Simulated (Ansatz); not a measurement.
# Ge: the crystal squeezed far

The task here is to estimate one member of a computed series from the others.

Program: Ansatz 0.2.0. Level of theory: DFT PBE, with the methods named in each step. These are calculated values, not measurements.

2 further runs of the same task are left out: 1 for a known fault of the program, 1 that didn't finish.

## The system as given

Symmetry: P6/mmm, No. 191, hexagonal system. Conventional cell: a = 4.931 Å, b = 4.931 Å, c = 2.769 Å, α = 90.00°, β = 90.00°, γ = 120.00°. Ge (site symmetry 6/mmm) is surrounded by 14 Ge at 2.77 to 3.17 Å. Around Ge (site symmetry -6m2) lie 11 Ge at 2.77 to 3.17 Å.

Structure file:

```cif
data_structure
_symmetry_space_group_name_H-M 'P 1'
_symmetry_Int_Tables_number 1
_cell_length_a 4.9309
_cell_length_b 4.9309
_cell_length_c 2.7694
_cell_angle_alpha 90.000
_cell_angle_beta 90.000
_cell_angle_gamma 120.000
_cell_volume 58.32
loop_
_atom_site_label
_atom_site_type_symbol
_atom_site_fract_x
_atom_site_fract_y
_atom_site_fract_z
_atom_site_occupancy
Ge1 Ge 0.00000 0.00000 0.00000 1
Ge2 Ge 0.33333 0.66667 0.50000 1
Ge3 Ge 0.66667 0.33333 0.50000 1
```

Whether this phase is the stable one at these pressures isn't tested.

Atoms are numbered in the order of the input: Ge1, Ge2, Ge3.

Set-up of the first run:

input.yaml reads:

```yaml
crystal:
  lattice:
    - [4.9309397488, 0.0, 0.0]
    - [-2.4654698744, 4.270319087, 0.0]
    - [0.0, 0.0, 2.7694347459]
  atoms:
    - { symbol: Ge, position: [0.0, 0.0, 0.0] }
    - { symbol: Ge, position: [0.3333333333, 0.6666666667, 0.5] }
    - { symbol: Ge, position: [0.6666666667, 0.3333333333, 0.5] }
kpoints:
  mp_grid: { grid: [8, 8, 10] }
  band_path:
    path:
      - [0.0, 0.0, 0.0]
      - [0.5, 0.0, 0.0]
      - [0.3333333333, 0.3333333333, 0.0]
      - [0.0, 0.0, 0.0]
      - [0.0, 0.0, 0.5]
      - [0.5, 0.0, 0.5]
      - [0.3333333333, 0.3333333333, 0.5]
      - [0.0, 0.0, 0.5]
      - [0.5, 0.0, 0.5]
    npoints: 14
scf:
  occupations: { method: fermi_dirac, width: 0.08 }
hamiltonian:
  xc: pbe
  pseudopotentials: { kind: all_electron, lapw: { basis_error: 0.001 } }
output:
  forces: true
  stress: true
  eigenvalues: true
  populations: true
  dos: { projected: true, de: 0.2, e_range: [-14, 8] }
```

The run is started by

```console
$ ansatz run input.yaml --threads 1 --pin off --max-ram 3072MiB --backend cpu --events-out ev --progress --plain --runs-dir out
```

Among the steps run: The reference volume, LAPW; Volume scaled by 1, crystal datasets; Volume scaled by 1, norm-conserving; Volume scaled by 0.88, LAPW; Volume scaled by 0.88, norm-conserving; Volume scaled by 0.78, LAPW; Volume scaled by 0.78, crystal datasets; Volume scaled by 0.58, LAPW; Volume scaled by 0.58, crystal datasets; Volume scaled by 0.43, LAPW; Volume scaled by 0.43, crystal datasets; Volume scaled by 0.43, norm-conserving.

One table of the session follows, with a row left open; its other results are not shown here.

| method | volume over the first | volume (Å³/atom) | pressure (GPa) |
| --- | --- | --- | --- |
| LAPW | 1 | 19.438 | 0.05 |
| LAPW | 0.88 | 17.106 | 10.84 |
| LAPW | 0.78 | 15.162 | 27.62 |
| LAPW | 0.58 | 11.274 | 118.74 |
| LAPW | 0.43 | 8.359 | 365.89 |
| PAW | 1 | 19.438 | 0.01 |
| PAW | 0.88 | 17.106 | 10.78 |
| PAW | 0.78 | ? | ? |
| PAW | 0.58 | 11.274 | 118.61 |
| PAW | 0.43 | 8.359 | 366.20 |
| PAW (cutoff 250 eV) | 0.43 | 8.359 | 375.61 |
| crystal datasets | 1 | 19.438 | 0.04 |
| crystal datasets | 0.78 | 15.162 | 27.62 |
| crystal datasets | 0.58 | 11.274 | 118.74 |
| crystal datasets | 0.43 | 8.359 | 365.89 |
| norm-conserving | 1 | 19.438 | 0.00 |
| norm-conserving | 0.88 | 17.106 | 10.80 |
| norm-conserving | 0.43 | 8.359 | 366.59 |

Q: Estimate the row for PAW, 0.78 from the others.

As computed: volume (Å³/atom): 15.162; pressure (GPa): 27.55.

Caveats from the session: A fit over so wide a range leans to the high pressures, so B₀ can be off by several per cent. Warnings in the runs' records: crystal datasets made, cutoff below recommended.
